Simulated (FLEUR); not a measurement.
SiNi:

```
CELL_PARAMETERS angstrom
2.94277 0.00000 0.00000
0.00000 3.28033 0.00000
0.00000 0.00000 4.67745
ATOMIC_POSITIONS crystal
Ni 0.50000 0.50000 0.34250
Ni 0.00000 0.00000 0.65750
Si 0.50000 0.50000 0.84314
Si 0.00000 0.00000 0.15686
```

The cell is a database's computed one.

| Property | Result |
| --- | --- |
| Program | FLEUR MaX-R8.1 (later development tree) |
| Task | single point |
| Functional | PBEsol |
| Potentials or basis | all-electron |
| Basis | FLAPW |
| Kmax | 5.27 1/bohr |
| k mesh | 9 × 8 × 6 |
| Occupations | fermi-dirac, width 0.05 eV |
| Spin | collinear spin, ferromagnetic start |
| Starting moments | [1.0, 1.0, 0.0, 0.0] μB |
| Gmax | 16.3 1/bohr |
| Muffin-tin radii | Ni 2.11, Si 1.86 bohr |
| lmax | Ni 9, Si 8 |
| lnonsphr | Ni 9, Si 8 |
| Local orbitals a species | Ni 5, Si 4 |
| Max iterations | 60 |
| Mixing factor | 0.05 |
| Mixer | Anderson |

On this cell: largest force 0.093 eV/Å; net moment 0.00 μB per cell; band gap on the k mesh none (metal or under the smearing width).

The same run follows on a disturbed copy (atoms moved at random, drawn with an rms of 0.05 Å):

```
CELL_PARAMETERS angstrom
2.94277 0.00000 0.00000
0.00000 3.28033 0.00000
0.00000 0.00000 4.67745
ATOMIC_POSITIONS crystal
Ni 0.49231 0.49907 0.33863
Ni 0.99697 0.99110 0.65411
Si 0.50116 0.50926 0.84485
Si 0.99226 0.00146 0.15428
```

Q: What does the disturbed cell give?

A: The energy (extrapolated to zero smearing) moves by +4.5 meV/atom; largest force 0.549 eV/Å; net moment 0.00 μB per cell; band gap on the k mesh none (metal or under the smearing width).

Forces in eV/Å, atoms in the order of the input:
```
Ni   0.052 -0.019  0.258
Ni   0.001  0.362  0.023
Si  -0.103 -0.356 -0.406
Si   0.050  0.013  0.125
```
